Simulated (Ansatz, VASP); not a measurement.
## CuI (Marshite) in VASP and in Ansatz

```
Cu I
1.0
     0.00000    2.93104    2.93104
     2.93104    0.00000    2.93104
     2.93104    2.93104    0.00000
Cu I
1 1
Direct
  0.25000 0.25000 0.25000
  0.00000 0.00000 0.00000
```

Alike in both runs: functional LDA; k mesh 8 × 8 × 8; occupations gaussian, width 0.02 eV; no spin polarisation.

Ansatz relaxed the structure, and its values are those at the end. VASP's run is a single point on that final structure, the one shown.

|  | VASP | Ansatz |
| --- | --- | --- |
| version | VASP 6.6.1 | Ansatz 0.2.0 |
| potentials or method | VASP PAW LDA potentials, release 64 (Cu, I) | scalar-relativistic, plane waves, PAW |
| plane-wave cutoff (eV) | 520 | 420 |
| valence electrons in the cell | 18 | 36 |

VASP gave:

| Property | Result |
| --- | --- |
| gap on the k mesh at the Fermi level (eV) | 1.29 |
| least direct gap on the mesh (eV) | 1.29 |
| pressure (GPa) | 0.2 |

**Question.** Estimate Ansatz's values.

**Answer.** gap on the k mesh at the Fermi level (eV): 1.22; least direct gap on the mesh (eV): 1.22; pressure (GPa): 0.0.

The two sets of potentials don't hold the same shells in valence.

Caveats: spin-orbit coupling is left out, which moves the levels of the heavy elements. Expect the measured gap to be larger: semilocal functionals such as LDA lack the derivative discontinuity.
